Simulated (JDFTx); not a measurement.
## Mg under changes of volume

One of the cells (23.237 Å³/atom); the others are scaled copies at fixed shape and fractional positions:

```
CELL_PARAMETERS angstrom
3.20930 0.00000 0.00000
-1.60465 2.77934 0.00000
0.00000 0.00000 5.21030
ATOMIC_POSITIONS crystal
Mg 0.66667 0.33333 0.75000
Mg 0.33333 0.66667 0.25000
```

| Quantity | Value |
| --- | --- |
| Program | JDFTx 1.7.0 (patched build) |
| Functional | PBE |
| Potentials or basis | PseudoDojo-SR-PBE-0.5-standard |
| Cutoff | 1143 eV |
| Density cutoff | 4572 eV |
| k mesh | 10 × 10 × 5 |
| Occupations | fermi-dirac, width 0.05 eV |
| Spin | no spin polarisation |

```csv
volume (Å³/atom),energy over the lowest point (meV/atom),pressure (GPa)
21.843,6.98,2.1
22.308,?,?
22.772,0.06,0.4
23.237,0.00,-0.3
23.702,1.90,-1.0
24.167,5.57,-1.6
24.631,11.13,-2.1
```

Q: What does the run at 22.308 Å³/atom give?

A: Energy over the lowest point 2.31 meV/atom; pressure 1.2 GPa.

Worked out: A Birch-Murnaghan fit of order 3 (a polynomial in V^(-2/3)) to the other rows has its minimum at 23.03 Å³/atom with B0 = V·E''(V) = 35 GPa (rough, since the energies scatter) at fixed shape and positions, which overstates the stiffness. It gives 2.37 meV/atom at 22.308 Å³/atom, against the run's 2.31, and -dE/dV = 1.2 GPa, against 1.2.

Energies are extrapolated to zero smearing.
